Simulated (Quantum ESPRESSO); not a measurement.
**BaS in Quantum ESPRESSO: convergence with k mesh**

Crystal: BaS.

```
Ba S
1.0
     0.00000    3.19375    3.19375
     3.19375    0.00000    3.19375
     3.19375    3.19375    0.00000
Ba S
1 1
Cartesian
  0.0000 0.0000 0.0000
  3.1938 3.1938 3.1938
```

- Program: Quantum ESPRESSO 7.5
- Task: single point
- Functional: PBE
- Potentials or basis: PseudoDojo 0.4.1 SR PBE standard
- Cutoff: 707 eV
- Density cutoff: 2830 eV
- k mesh: 1 × 1 × 1
- Occupations: fermi-dirac, width 0.136 eV
- Spin: no spin polarisation

These are the settings of the first run; the series varies k mesh, with any setting tied to it.

Hardware: 1 thread of Arm Neoverse V1, with other jobs on the host.

The values tried are 1 × 1 × 1, 2 × 2 × 2, 3 × 3 × 3, 4 × 4 × 4, 5 × 5 × 5, 6 × 6 × 6, 7 × 7 × 7, 8 × 8 × 8, 10 × 10 × 10, loosest first. From which on does the energy stay within 1 meV/atom of the tightest run that finished?

From 5 × 5 × 5 on.

```csv
k mesh,"energy less the tightest run, at zero smearing (meV/atom)",pressure (GPa),gap on the mesh (eV),SCF cycles,CPU time (s),peak memory (GiB)
1 × 1 × 1,2979.42,17.53,2.470,10,1.4,0.05
2 × 2 × 2,143.37,2.31,1.991,12,3.1,0.05
3 × 3 × 3,15.57,1.31,2.438,9,3.2,0.05
4 × 4 × 4,2.39,1.15,2.142,9,5.7,0.05
5 × 5 × 5,0.43,1.12,2.261,10,7.5,0.05
6 × 6 × 6,0.09,1.11,2.146,10,11,0.05
7 × 7 × 7,0.02,1.11,2.206,10,14,0.06
8 × 8 × 8,0.00,1.11,2.147,10,20,0.06
10 × 10 × 10,0.00,1.11,2.147,10,32,0.07
```

Against the tightest run, the pressure stays within 0.1 GPa from 4 × 4 × 4 on; the gap on the mesh stays within 0.01 eV from 8 × 8 × 8 on. Meshes of other sizes hit other points, so gaps and Fermi surfaces needn't settle smoothly. The tightest run that finished is the yardstick and may itself not be fully converged.

Caveat, for the tightest run too: this release of the barium file is off; spin-orbit coupling is left out, which moves the levels of the heavy elements.
